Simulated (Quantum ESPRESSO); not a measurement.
The system is Tc.

```
Tc
1.0
     2.74000    0.00000    0.00000
    -1.37000    2.37291    0.00000
     0.00000    0.00000    4.39800
Tc
2
Direct
  0.66667 0.33333 0.75000
  0.33333 0.66667 0.25000
```

Base run:

- Program: Quantum ESPRESSO 7.5
- Functional: PBE
- Potentials or basis: PseudoDojo 0.5 SR PBE standard
- Cutoff: 1143 eV
- Density cutoff: 4572 eV
- k mesh: 11 × 11 × 6
- Occupations: fermi-dirac, width 0.05 eV
- Spin: no spin polarisation

Its results: band gap on the k mesh none (metal or under the smearing width); pressure 3.3 GPa.

The run is repeated on the same cell with these changes: potentials or basis from PseudoDojo 0.5 SR PBE standard to SSSP 1.3 efficiency PBE; cutoff from 1143 eV to 816 eV; density cutoff from 4572 eV to 3265 eV. What comes out?

Band gap on the k mesh none (metal or under the smearing width); pressure 2.9 GPa.
